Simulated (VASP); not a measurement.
# GaSb (F-43m) in VASP: single point with PBE

Aim: the single point of GaSb with PBE.

Program: VASP 6.6.1. These are calculated values, not measurements. Logs are shortened: lines on timing, memory, paths and dates and some standing lists are left out, and cuts for length are marked.

**What was measured.**

From a printed reference work, data compilation, for a bulk crystal of GaSb at 4.2 K: band gap 0.811 eV (direct).

The results are compared with them further down.

## (1) The cell of the first run

Symmetry: F-43m, No. 216, cubic system. Conventional cell: a = 6.118 Å, b = 6.118 Å, c = 6.118 Å, α = 90.00°, β = 90.00°, γ = 90.00°. Ga (site symmetry -43m) has 4 Sb at 2.65 Å within 3.5 Å. Within 3.5 Å of Sb (site symmetry -43m) lie 4 Ga at 2.65 Å.

## (2) Single point, PBE

Contents of INCAR:

```
  PREC = Accurate
  ENCUT = 500
  EDIFF = 1E-6
  ISMEAR = 0
  SIGMA = 0.01
  LREAL = False
  LASPH = True
  NELM = 120
  ALGO = Normal
  ISIF = 2
  LWAVE = False
  LCHARG = False
  GGA = PE
  NBANDS = 16
  GGA_COMPAT = False
```

Contents of KPOINTS:

```
Automatic mesh
0
Gamma
  6 6 6
```

Contents of POSCAR:

```
GaSb
1.0
    0.0000000000      3.0590000000      3.0590000000
    3.0590000000      0.0000000000      3.0590000000
    3.0590000000      3.0590000000      0.0000000000
Ga Sb
1 1
Direct
    0.0000000000      0.0000000000      0.0000000000
    0.2500000000      0.2500000000      0.2500000000
```

Potentials or basis: VASP PAW PBE potentials, release 64 (Ga_d, Sb).

Started as:

```console
cat potpaw_PBE.64/Ga_d/POTCAR potpaw_PBE.64/Sb/POTCAR > POTCAR
mpirun -np 1 vasp_std > vasp.out
```

OUTCAR:

```text
PREC = Accurate
   ENCUT = 500
   EDIFF = 1E-6
   ISMEAR = 0
   LREAL = False
   LASPH = True
   NELM = 120
   ISIF = 2
   GGA = PE

 ion  position               nearest neighbor table
   1  0.000  0.000  0.000-   2 2.65   2 2.65   2 2.65   2 2.65
   2  0.250  0.250  0.250-   1 2.65   1 2.65   1 2.65   1 2.65

  LATTYP: Found a face centered cubic cell.
 ALAT       =     6.1180000000

  Lattice vectors:

 A1 = (   0.0000000000,   3.0590000000,   3.0590000000)
 A2 = (   3.0590000000,   0.0000000000,   3.0590000000)
 A3 = (   3.0590000000,   3.0590000000,   0.0000000000)

Analysis of symmetry for initial positions (statically):
=====================================================================
 Subroutine PRICEL returns:
 Original cell was already a primitive cell.

 Routine SETGRP: Setting up the symmetry group for a
 face centered cubic supercell.

 Subroutine GETGRP returns: Found 24 space group operations
 (whereof 24 operations were pure point group operations)
 out of a pool of 48 trial point group operations.

The static configuration has the point symmetry T_d .

Analysis of symmetry for dynamics (positions and initial velocities):
=====================================================================
 Subroutine PRICEL returns:
 Original cell was already a primitive cell.

 Routine SETGRP: Setting up the symmetry group for a
 face centered cubic supercell.

 Subroutine GETGRP returns: Found 24 space group operations
 (whereof 24 operations were pure point group operations)
 out of a pool of 48 trial point group operations.

The dynamic configuration has the point symmetry T_d .

 Subroutine INISYM returns: Found 24 space group operations
 (whereof 24 operations are pure point group operations),
 and found     1 'primitive' translations

----------------------------------------------------------------------------------------

                                     Primitive cell

  volume of cell :      57.2491

  direct lattice vectors                    reciprocal lattice vectors
     0.000000000  3.059000000  3.059000000    -0.163452109  0.163452109  0.163452109
     3.059000000  0.000000000  3.059000000     0.163452109 -0.163452109  0.163452109
     3.059000000  3.059000000  0.000000000     0.163452109  0.163452109 -0.163452109

  length of vectors
     4.326079287  4.326079287  4.326079287     0.283107357  0.283107357  0.283107357

  position of ions in fractional coordinates (direct lattice)
     0.000000000  0.000000000  0.000000000
     0.250000000  0.250000000  0.250000000

  ion indices of the primitive-cell ions
   primitive index   ion index
                 1           1
                 2           2

----------------------------------------------------------------------------------------

 KPOINTS: Automatic mesh

Automatic generation of k-mesh.
 Grid dimensions read from file:
 generate k-points for:    6    6    6

 Generating k-lattice:

  Cartesian coordinates                     Fractional coordinates (reciprocal lattice)
    -0.027242018  0.027242018  0.027242018     0.166666667  0.000000000  0.000000000
     0.027242018 -0.027242018  0.027242018     0.000000000  0.166666667  0.000000000
     0.027242018  0.027242018 -0.027242018     0.000000000  0.000000000  0.166666667

  Length of vectors
     0.047184559  0.047184559  0.047184559

  Shift w.r.t. Gamma in fractional coordinates (k-lattice)
     0.000000000  0.000000000  0.000000000

 Subroutine IBZKPT returns following result:
 ===========================================

 Found     16 irreducible k-points:

 Following reciprocal coordinates:
            Coordinates               Weight
  0.000000  0.000000  0.000000      1.000000
  0.166667  0.000000  0.000000      8.000000
  0.333333  0.000000  0.000000      8.000000
  0.500000  0.000000  0.000000      4.000000
  0.166667  0.166667  0.000000      6.000000
  0.333333  0.166667  0.000000     24.000000
[... 8 lines left out ...]
 -0.333333  0.333333  0.166667     24.000000
 -0.333333  0.500000  0.166667     12.000000
   k-points           NKPTS =     16   k-points in BZ     NKDIM =     16   number of bands    NBANDS=     16
   number of dos      NEDOS =    301   number of ions     NIONS =      2
   total plane-waves  NPLWV =  32768
   dimension x,y,z NGX =    32 NGY =   32 NGZ =   32
   dimension x,y,z NGXF=    64 NGYF=   64 NGZF=   64
   ions per type =               1   1
   NGX,Y,Z   is equivalent  to a cutoff of  12.30, 12.30, 12.30 a.u.
   NGXF,Y,Z  is equivalent  to a cutoff of  24.59, 24.59, 24.59 a.u.
 SYSTEM =  unknown system
   PREC   = accura    normal or accurate (medium, high low for compatibility)
   ISTART =      0    job   : 0-new  1-cont  2-samecut
   ICHARG =      2    charge: 1-file 2-atom 10-const
   ISPIN  =      1    spin polarized calculation?
   LNONCOLLINEAR =      F non collinear calculations
   LSORBIT =      F    spin-orbit coupling
   LASPH  =      T    aspherical Exc in radial PAW
   ENCUT  =  500.0 eV  36.75 Ry    6.06 a.u.   7.89  7.89  7.89*2*pi/ulx,y,z
   NELM   =    120;   NELMIN=  2; NELMDL= -5     # of ELM steps
   EDIFF  = 0.1E-05   stopping-criterion for ELM
   LREAL  =      F    real-space projection
   EDIFFG = 0.1E-04   stopping-criterion for IOM
   NSW    =      0    number of steps for IOM
   IBRION =     -1    ionic relax: 0-MD 1-quasi-New 2-CG
   NFREE  =      0    steps in history (QN), initial steepest desc. (CG)
   ISIF   =      2    stress and relaxation
   ISYM   =      2    0-nonsym 1-usesym 2-fastsym
   POTIM  = 0.5000    time-step for ionic-motion
   TEBEG  =    0.0;   TEEND  =   0.0 temperature during run
   PSTRESS=    0.0 pullay stress
   NELECT =      18.0000    total number of electrons
   NUPDOWN=      -1.0000    fix difference up-down
   EMIN   =  10.00;   EMAX   =-10.00  energy-range for DOS
   EFERMI =   0.00;   METHOD = LEGACY
   ISMEAR =     0;   SIGMA  =   0.01  broadening in eV -4-tet -1-fermi 0-gaus
   EFERMI_NEDOS =   21; number of points for ismear=-14 and -15
   IALGO  =     38    algorithm
   IMIX   =      4    mixing-type and parameters
     AMIX     =   0.40;   BMIX     =  1.00
     AMIX_MAG =   1.60;   BMIX_MAG =  1.00
  volume/ion in A,a.u.               =      28.62       193.17
  Fermi-wavevector in a.u.,A,eV,Ry     =   1.113208  2.103657 16.860766  1.239231
  Thomas-Fermi vector in A             =   2.249790
   LORBIT       =      0    0 simple, 1 ext, 2 COOP (PROOUT), +10 PAW based schemes
   GGA     = PE    functional components
   LHFCALC =     F    Hartree Fock is set to
   AEXX    =    0.0000 exact exchange contribution
   IVDW    =     0    specifies the selected vdW correction
   LEPSILON=     F    determine dielectric tensor
   LRPA    =     F    only Hartree local field effects (RPA)
 non-spin polarized calculation
 Gauss-broadening in eV      SIGMA  =   0.01
  energy-cutoff  :      500.00
  volume of cell :       57.25
 maximum number of plane-waves:      1464
   NGX = 15   NGY = 15   NGZ = 15

 number of electron      17.9999986 magnetization

 Free energy of the ion-electron system (eV)
  ---------------------------------------------------
  ext. energy  EPLUGINS =         0.00000000
  ---------------------------------------------------
  free energy    TOTEN  =        -7.32094792 eV

  energy without entropy =       -7.32094292  energy(sigma->0) =       -7.32094542

 E-fermi :   4.8966     XC(G=0):  -9.0835

 val. band max:        4.8781966323   @ k =   0.0000   0.0000   0.0000
 cond. band min:       4.9121294396   @ k =   0.0000   0.0000   0.0000
 fundamental gap:      0.0339328073
 Fermi energy:         4.8965848810

 k-point     1 :       0.0000    0.0000    0.0000
  band No.  band energies     occupation
      1     -10.1688      2.00000
      2     -10.1688      2.00000
      3     -10.1688      2.00000
      4     -10.1193      2.00000
      5     -10.1193      2.00000
      6      -6.5984      2.00000
[... 8 lines left out ...]
     15      13.4660      0.00000
     16      13.4660      0.00000

 k-point     2 :       0.1667    0.0000    0.0000
  band No.  band energies     occupation
      1     -10.1758      2.00000
      2     -10.1657      2.00000
      3     -10.1657      2.00000
      4     -10.1196      2.00000
      5     -10.1196      2.00000
      6      -6.3165      2.00000
[... 8 lines left out ...]
     15      12.4790      0.00000
     16      12.4790      0.00000

 k-point     3 :       0.3333    0.0000    0.0000
  band No.  band energies     occupation
      1     -10.1895      2.00000
      2     -10.1603      2.00000
      3     -10.1603      2.00000
      4     -10.1195      2.00000
      5     -10.1195      2.00000
      6      -5.5648      2.00000
[... 8 lines left out ...]
     15      12.9806      0.00000
     16      12.9806      0.00000

 k-point     4 :       0.5000    0.0000    0.0000
  band No.  band energies     occupation
      1     -10.1962      2.00000
      2     -10.1581      2.00000
      3     -10.1581      2.00000
      4     -10.1190      2.00000
      5     -10.1190      2.00000
      6      -4.9730      2.00000
[... 8 lines left out ...]
     15      14.7686      0.00000
     16      14.7686      0.00000
[... 172 lines left out ...]
 k-point    14 :       0.5000    0.3333    0.1667
  band No.  band energies     occupation
      1     -10.2009      2.00000
      2     -10.1543      2.00000
      3     -10.1514      2.00000
      4     -10.1247      2.00000
      5     -10.1179      2.00000
      6      -4.9207      2.00000
[... 8 lines left out ...]
     15      13.9127      0.00000
     16      15.8708      0.00000

 k-point    15 :      -0.3333    0.3333    0.1667
  band No.  band energies     occupation
      1     -10.2040      2.00000
      2     -10.1536      2.00000
      3     -10.1489      2.00000
      4     -10.1239      2.00000
      5     -10.1191      2.00000
      6      -4.3906      2.00000
[... 8 lines left out ...]
     15      15.3128      0.00000
     16      15.5446      0.00000

 k-point    16 :      -0.3333    0.5000    0.1667
  band No.  band energies     occupation
      1     -10.2087      2.00000
      2     -10.1500      2.00000
      3     -10.1456      2.00000
      4     -10.1271      2.00000
      5     -10.1176      2.00000
      6      -4.1079      2.00000
[... 8 lines left out ...]
     15      14.9060      0.00000
     16      16.2389      0.00000

------------------------ aborting loop because EDIFF is reached ----------------------------------------

  FORCE on cell =-STRESS in cart. coord.  units (eV):
  Direction    XX          YY          ZZ          XY          YZ          ZX
  --------------------------------------------------------------------------------------
  -------------------------------------------------------------------------------------
  Total        0.8390182      0.8390182      0.8390182      0.0000000      0.0000000     -0.0000000
  in kB       23.4808341     23.4808341     23.4808341      0.0000000      0.0000000     -0.0000000
  external PRESSURE =      23.4808341 kB  Pullay stress =       0.0000000 kB

 VOLUME and BASIS-vectors are now :
 -----------------------------------------------------------------------------
  energy-cutoff  :      500.00
  volume of cell :       57.25
      direct lattice vectors                 reciprocal lattice vectors
     0.000000000  3.059000000  3.059000000    -0.163452109  0.163452109  0.163452109
     3.059000000  0.000000000  3.059000000     0.163452109 -0.163452109  0.163452109
     3.059000000  3.059000000  0.000000000     0.163452109  0.163452109 -0.163452109

 POSITION                                       TOTAL-FORCE (eV/Angst)
 -----------------------------------------------------------------------------------
      0.00000      0.00000      0.00000        -0.000000     -0.000000     -0.000000
      1.52950      1.52950      1.52950         0.000000      0.000000      0.000000
 -----------------------------------------------------------------------------------
    total drift:                                0.000001      0.000001      0.000001

  FREE ENERGIE OF THE ION-ELECTRON SYSTEM (eV)
  ---------------------------------------------------
  free  energy   TOTEN  =        -7.3209479169 eV

  energy  without entropy=       -7.3209429213  energy(sigma->0) =       -7.32094542
```

It took 8.3 s on 1 thread of Intel Xeon 6975P-C, shared host; peak memory 0.17 GiB.

Results:

```yaml
Free_energy: -7.3209 eV
Pressure: 2.3 GPa
Band_gap_on_the_k_mesh: 0.03 eV, direct
```

Caveat: spin-orbit coupling is left out, which moves the levels of the heavy elements.

## (3) Comparison with measurements

Step 2. Measured gap of GaSb: 0.811 eV (direct; 4.2 K; a printed reference work, data compilation). This calculation gives 0.03 eV (-0.78 eV). Spin-orbit coupling on Ga, Sb is left out. The value is that of PBE on a finite k mesh, which can miss the band edges, without temperature or zero-point motion. Semilocal functionals fall short of measured gaps as a rule.
